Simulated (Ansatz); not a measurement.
## AgI

**The experiment.** The Crystallography Open Database holds a cell as deposited of hexagonal AgI (space group P6_3mc), temperature not stated (1977): a, c = 4.598, 7.514 Å, 34.39 Å³/atom.

Method: PBE, scalar-relativistic; no spin polarisation; PAW, 420 eV, 8×8×6 k-mesh, Gaussian smearing of 0.05 eV; code Ansatz; PAW files: Ansatz's generated set soft_2.

```cif
data_structure
_symmetry_space_group_name_H-M 'P6_3mc'
_symmetry_Int_Tables_number 186
_cell_length_a 4.6849
_cell_length_b 4.6849
_cell_length_c 7.6634
_cell_angle_alpha 90.000
_cell_angle_beta 90.000
_cell_angle_gamma 120.000
_cell_volume 145.67
loop_
_atom_site_label
_atom_site_type_symbol
_atom_site_symmetry_multiplicity
_atom_site_Wyckoff_symbol
_atom_site_fract_x
_atom_site_fract_y
_atom_site_fract_z
_atom_site_occupancy
Ag1 Ag 2 b 0.33333 0.66667 0.00009 1
I1 I 2 b 0.33333 0.66667 0.37491 1
```

The chain of runs began from a cell as deposited in COD, expanded in volume.

The cell above was scaled in volume, and shape and atoms were relaxed at each volume within its symmetry. Energies are counted from the cell above.

The cell is relaxed to zero pressure at this level.

| V (Å³/atom) | ΔE (meV/atom) | P (GPa) | gap on the mesh (eV) |
| --- | --- | --- | --- |
| 34.96 | 5.1 | 1.18 | 1.37 |
| 35.69 | 1.2 | 0.55 | 1.37 |
| 36.42 | 0.0 | 0.00 | 1.37 |
| 37.14 | ? | ? | ? |
| 37.87 | 4.3 | -0.92 | 1.37 |

Problem. Fill in the withheld row.

Solution. ΔE (meV/atom): 1.1, P (GPa): -0.49, gap on the mesh (eV): 1.37.

Problem. What do the points give for the equilibrium volume, the bulk modulus and its pressure derivative (third-order Birch–Murnaghan)?

Solution. V0 = 36.41 Å³/atom, B0 = 26 GPa, B0′ = 5.3.

B0·V0 = 25.9 GPa × 36.41 Å³ = 5.89 eV/atom sets the scale: near the minimum ΔE ≈ ½ B0 V0 x², with x = V/V0 − 1, and a pressure of 0.26 GPa squeezes the volume by about 1 %. At the ends of the curve: x = −4.0 % predicts 4.7 meV/atom and the run gives 5.1; x = +4.0 % predicts 4.7 meV/atom and the run gives 4.3. The lopsidedness is anharmonic: atoms resist being pushed together more than being pulled apart.

**Against experiment.** PBE gives 4.685, 7.663 Å and 36.42 Å³/atom, +5.9 % in volume (+1.9 % in length) from the database's cell. PBE usually overestimates volumes, but by less than this. The static lattice also lacks zero-point motion and thermal expansion, roughly 1.3 to 3.3 % in volume at 300 K (room temperature assumed) by Grüneisen's rule, γ·3k_BT/(B0·V0) with γ of 1 to 2.5, so its own overestimate is larger than the figure. The database's entry may also be off.

Semilocal functionals underestimate band gaps, commonly by a third or more. These numbers lack spin–orbit coupling.
